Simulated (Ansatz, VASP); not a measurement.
## Be in VASP and in Ansatz

Contents of INCAR:

```
SYSTEM = Be
PREC     = Accurate       ! precision mode
ENCUT    = 520            ! plane-wave cutoff, eV
EDIFF    = 1E-6           ! SCF threshold, eV
ISMEAR   = 0              ! smearing method
SIGMA    = 0.15           ! smearing width, eV
LREAL    = .FALSE.        ! projectors in reciprocal space
LASPH    = .TRUE.         ! aspherical terms in the spheres
NELM     = 80             ! most SCF steps
ALGO     = Normal         ! electronic algorithm
ISIF     = 2              ! what is computed and relaxed
LWAVE    = .FALSE.        ! write WAVECAR
LCHARG   = .FALSE.        ! write CHGCAR
GGA      = PE             ! functional
NBANDS   = 9              ! bands
```

Contents of KPOINTS:

```
Automatic mesh
0
G
  24 24 14
  0 0 0
```

File POSCAR:

```
Be
1.0
    2.2420144353      0.0000000000      0.0000000000
   -1.1210072177      1.9416414566      0.0000000000
    0.0000000000      0.0000000000      3.4208550000
Be
2
Direct
    0.3333333333      0.6666666667      0.2500000000
    0.6666666667      0.3333333333      0.7500000000
```

Input for Ansatz:

```yaml
crystal:
  lattice:
    - [2.2420144353, 0.0, 0.0]
    - [-1.1210072177, 1.9416414566, 0.0]
    - [0.0, 0.0, 3.420855]
  atoms:
    - { symbol: Be, position: [0.3333333333, 0.6666666667, 0.25] }
    - { symbol: Be, position: [0.6666666667, 0.3333333333, 0.75] }
basis:
  ecutwfc: 420
kpoints:
  mp_grid: { grid: [24, 24, 14] }
hamiltonian:
  xc: pbe
scf:
  occupations: { method: gaussian, width: 0.15 }
output:
  forces: true
  stress: true
  eigenvalues: true
```

Change from the starting cell: strain -0.025 along x and y, -0.050 along z, atoms carried along.

Alike in both runs: task single point; functional PBE; k mesh 24 × 24 × 14; occupations gaussian, width 0.15 eV; no spin polarisation.

|  | VASP | Ansatz |
| --- | --- | --- |
| version | VASP 6.6.1 | Ansatz 0.2.0 |
| potentials or method | VASP PAW PBE potentials, release 64 (Be) | scalar-relativistic, plane waves, PAW |
| plane-wave cutoff (eV) | 520 | 420 |
| valence electrons in the cell | 4 | 4 |

```tsv
	VASP	Ansatz	Ansatz less VASP
gap on the k mesh at the Fermi level (eV)	none	none	-
pressure (GPa)	8.9	8.8	-0.19
largest component of the traceless stress (GPa)	8.50	8.46	-0.043
```

A gap of «none» marks a metal or a gap that the smearing closes. The functional is the same, so the differences come from potentials, cutoffs and numerics.
